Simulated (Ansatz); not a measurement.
Runs of Ansatz 0.2.0 on Sb. The structure is cubic, space group Pm-3m (No. 221). The conventional cell has a = 3.160 Å, b = 3.160 Å, c = 3.160 Å, α = 90.00°, β = 90.00°, γ = 90.00°. Sb (site symmetry m-3m) is surrounded by 6 Sb at 3.16 Å. This isn't the form of Sb at room conditions, which is rhombohedral.

```tsv
share of exact exchange	gap on the mesh (eV)	pressure (GPa)
0.05	none	(b)
0.25	none	(a)
0.5	none	-7.8
0.4	none	-6.9
0.3	none	-5.9
0.1	none	-4.0
0.15	none	-4.5
0.2	none	-5.0
```

Alike in all rows: task single point; level HSE06 form with a typed share of exact exchange; potentials or basis Ansatz PAW; no spin polarisation; cell as given; k mesh 4 × 4 × 4; cutoff (eV) 420; smearing fermi-dirac 0.05 eV; the mesh is coarse, so values aren't converged.

**Question.** Fill in the values left out.

**Answer.** (a) -5.4; (b) -3.5.

Caveats: all runs use coarse meshes; the PAW data sets come from PBE, with cores solved anew for the run's functional, which leaves a small shift of forces and pressure; the thresholds are loose for stress.

A k mesh can miss the band edges, and the runs leave out spin-orbit coupling on Sb.

A gap of «none» marks a metal or a gap under the smearing width.
